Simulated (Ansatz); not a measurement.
**PbO₂: a ladder of calculations**

Cell of run 1: a structure deposited in the COD, taken as it stands.

Space group Pbcn (No. 60); a = 4.9470, b = 5.9510, c = 5.4970 Å.

```csv
site,Wyckoff,site symmetry,x,y,z
Pb,4c,.2.,0.0000,0.1780,0.2500
O,8d,1,0.2760,0.4100,0.4250
```

One atom of each set is listed.

Relaxed positions (PBE, cell held):

Pb (0.0000, 0.1809, 0.2500)
O (0.2607, 0.4110, 0.4327)

All runs are DFT with Ansatz 0.2.0 (plane waves and PAW, scalar-relativistic unless spin–orbit coupling is named, Γ-centred meshes, Fermi–Dirac smearing where given) in this cell.

Run 1: PBE, gradients read without the response of the cores, atoms as given; 420 eV, 7×6×6 k-points, smearing 0.05 eV.
Run 2: PBE, gradients read without the response of the cores, atoms relaxed; 420 eV, 7×6×6 k-points, smearing 0.05 eV.
Run 3: r2SCAN, gradients read without the response of the cores, at the relaxed atoms; 500 eV, 7×6×6 k-points, smearing 0.05 eV.

```json
{"run": "1", "Pb V_zz (η)": "-5.51 (0.38)", "O V_zz (η)": "-12.16 (0.36)"}
{"run": "2", "Pb V_zz (η)": "?", "O V_zz (η)": "?"}
{"run": "3", "Pb V_zz (η)": "-6.84 (0.17)", "O V_zz (η)": "-11.71 (0.46)"}
```

V_zz in 10²¹ V/m².

(1) Estimate the row of run 2.

Answers

(1) Pb: -6.92 (0.19); O: -11.60 (0.46). It lies nearest to run 3, from whose tensors on these sites it differs by 0.13 at most (largest principal value of the difference, on O). Taken one at a time, the positions of the atoms (as given or relaxed) move the tensors on these sites by up to 2.44 (largest principal value of the change, on Pb), the functional (r2SCAN with its higher cutoff) by 0.13 (O). On Pb V_xx and V_yy change places between runs (or their axes turn by over 50°), so η hides a larger change.

Leaving out spin–orbit coupling shifts gradients on Pb by a few per cent in wide-gap crystals, and can shift them far more where the calculated gap is small or absent, as here. Semilocal functionals make gaps too small and can close them, so the real compound need not be a metal. In runs 1, 2, 3 there is no gap above 0.1 eV, so the gradients can move by 10 % or more with the k-mesh. In run 1 the atoms aren't at the calculated equilibrium (largest force 1.0 eV/Å). The cell isn't the equilibrium one in runs 1, 2 (calculated pressure 10, 8 GPa), and the entry's cell may itself be off.
